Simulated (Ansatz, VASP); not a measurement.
**One calculation of CoH4, two programs**

```
CELL_PARAMETERS angstrom
2.94817 0.00000 0.00000
-1.47408 2.55319 0.00000
0.00000 0.00000 3.12642
ATOMIC_POSITIONS crystal
Co 0.00000 0.00000 0.50000
H 0.50000 0.00000 0.00000
H 0.00000 0.50000 0.00000
H 0.50000 0.50000 0.00000
H 0.00000 0.00000 0.00000
```

Alike in both runs: functional PBE; k mesh 6 × 6 × 6; occupations gaussian, width 0.1 eV; collinear spin.

Ansatz relaxed the structure, and its values are those at the end. VASP's run is a single point on that final structure, the one shown.

```csv
,VASP,Ansatz
version,VASP 6.6.1,Ansatz 0.2.0
potentials or method,"VASP PAW PBE potentials, release 64 (Co, H)","scalar-relativistic, plane waves, PAW"
plane-wave cutoff (eV),520,420
valence electrons in the cell,13,21
```

Ansatz gave:

| Property | Result |
| --- | --- |
| gap on the k mesh at the Fermi level (eV) | none |
| pressure (GPa) | 0.0 |
| net moment per atom (μB) | 0.12 |
| size of the moment on the site where the two differ most (μB) | 0.54 |

Which values does VASP return?

gap on the k mesh at the Fermi level (eV): none; pressure (GPa): -0.2; net moment per atom (μB): 0.12; size of the moment on the site where the two differ most (μB): 0.64.

Site moments also hang on the region over which each program counts them. A gap of «none» marks a metal or a gap that the smearing closes. The two sets of potentials don't hold the same shells in valence.

Caveats: the k mesh is coarse (spacing up to 0.41 Å⁻¹), so the values aren't converged.
